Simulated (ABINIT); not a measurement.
The system is Ir.

```
CELL_PARAMETERS angstrom
0.00000 1.91560 1.91560
1.91560 0.00000 1.91560
1.91560 1.91560 0.00000
ATOMIC_POSITIONS crystal
Ir 0.00000 0.00000 0.00000
```

| Property | Result |
| --- | --- |
| Program | ABINIT 10.8.3 (patched build) |
| Task | relaxation of cell and atoms |
| Functional | LDA |
| Potentials or basis | PseudoDojo NC SR LDA v0.4.1 standard |
| Cutoff | 816 eV |
| k mesh | 9 × 9 × 9 |
| Occupations | fermi-dirac, width 0.05 eV |
| Spin | no spin polarisation |

At the start: pressure -7.5 GPa; volume 14.06 Å³/atom.

Problem. Where does the relaxation end?

Solution. Over 4 steps the energy falls by 6.4 meV/atom and the volume is 13.79 Å³/atom (-1.9 %); space group Fm-3m (No. 225, to 0.05 Å).

Step by step:
```csv
step,energy change (eV),largest force (eV/Å),pressure (GPa),volume (Å³)
1,0.0000,0.0000,-7.53,14.06
2,-0.0062,0.0000,1.59,13.74
3,-0.0064,0.0000,-0.07,13.79
4,-0.0064,0.0000,0.00,13.79
```

Final structure:
```cif
data_structure
_symmetry_space_group_name_H-M 'P 1'
_symmetry_Int_Tables_number 1
_cell_length_a 2.6917
_cell_length_b 2.6917
_cell_length_c 2.6917
_cell_angle_alpha 60.000
_cell_angle_beta 60.000
_cell_angle_gamma 60.000
_cell_volume 13.79
loop_
_atom_site_label
_atom_site_type_symbol
_atom_site_fract_x
_atom_site_fract_y
_atom_site_fract_z
_atom_site_occupancy
Ir1 Ir 0.00000 0.00000 0.00000 1
```
